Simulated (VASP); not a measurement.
A run of VASP 6.6.1:

The input INCAR:

```
  PREC = Accurate
  ENCUT = 600
  EDIFF = 1E-7
  ISMEAR = -1
  SIGMA = 0.05
  LREAL = F
  LASPH = T
  NELM = 150
  ALGO = Fast
  ISIF = 3
  LWAVE = F
  LCHARG = F
  ISPIN = 2
  MAGMOM = 2 2 2 1
  LORBIT = 11
  LMAXMIX = 4
  GGA = MK
  LUSE_VDW = T
  AGGAC = 0.0
  PARAM1 = 0.1234
  PARAM2 = 0.711357
  ZAB_VDW = -1.8867
  IBRION = 2
  NSW = 40
  EDIFFG = -0.005
```

Contents of KPOINTS:

```
Automatic mesh
0
Gamma
  8 8 8
```

File POSCAR:

```
TiCo3
1.0
    3.5710000000      0.0000000000      0.0000000000
    0.0000000000      3.5710000000      0.0000000000
    0.0000000000      0.0000000000      3.5710000000
Co Ti
3 1
Direct
    0.5000000000      0.5000000000      0.0000000000
    0.5000000000      0.0000000000      0.5000000000
    0.0000000000      0.5000000000      0.5000000000
    0.0000000000      0.0000000000      0.0000000000
```

Potentials or basis: VASP PAW PBE potentials, release 64 (Co, Ti_sv).

Launch:

```sh
$ cat potpaw_PBE.64/Co/POTCAR potpaw_PBE.64/Ti_sv/POTCAR > POTCAR
$ mpirun -np 1 vasp_std > vasp.out
```

Hardware: 1 thread of AMD EPYC 9R14 (Zen 4) (shared host).

Task: How long does it take, and how much memory?

Result: Run time: 7.6 min on 1 thread of AMD EPYC 9R14 (Zen 4), on a shared host, peak memory 0.41 GiB. Counts: scf iterations 66, k points 35, ion steps 3.
